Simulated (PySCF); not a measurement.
**Identify the compound**

The spectra below were simulated for a compound C5H8O2.

¹H NMR (500 MHz, computed): δ 6.75 (dq, J = 2.9, 1.7 Hz, 1H), 5.66 (quint, J = 2.4 Hz, 1H), 3.94 (s, 3H), 2.00 (t, J = 2.0 Hz, 3H).

¹³C{¹H} NMR (computed): δ 170.8 (C), 149.8 (C), 137.0 (CH2), 50.0 (CH3), 22.1 (CH3).

Theory: GIAO PBE/pcSseg-2 shieldings, couplings computed with B3LYP/pcJ-1 (without the spin–dipole term), structure optimised with PBE0-D3(BJ)/def2-SVP, in PySCF (one conformer, one averaged value for each set of equivalent atoms, non-relativistic, isolated molecule).

References, each an isolated molecule treated in the same way: TMS for ¹H, ¹³C.

Choose the structure that fits.
A. C1OCC12COC2
B. C=C(OC)C(C)=O
C. C=C(C)C(=O)OC

Answers

C. 

1. Rings plus π bonds: 2 (no ring in the answer).
2. 5 carbon signals for 5 carbons: no two carbons are equivalent.
3. Carbon types of the structure: 2 × C, 1 × CH2, 2 × CH3, which accounts for all hydrogens.
4. δC 170.8: ester carbonyl carbon; lone-pair donation from the attached heteroatom keeps it upfield of a ketone carbonyl.
5. δC 149.8: α carbon of a C=C–C=O unit; the olefinic region.
6. δC 137.0: β carbon of a C=C–C=O unit; conjugation with the carbonyl draws π density from the β position.
7. δC 22.1: allylic methyl carbon; a saturated carbon with 1 carbon neighbour and no heteroatom attached.
8. δH 3.94: hydrogen on a methyl carbon bonded to O; its carbon carries O, an electronegative neighbour.

The others: C=C(OC)C(C)=O has carbons computed at 201.9, 169.7, 91.9, 57.2, 28.4; C1OCC12COC2 would give 2 carbon signals, not 5.

Multiplet labels drop couplings under 1 Hz and merge nearly equal ones. Shifts are as computed, not scaled to solution data. Of 1211 compounds with measured shifts, 218 miss one by over three times the rms of a fit or turn the order of signals round; such compounds aren't used in these exercises.
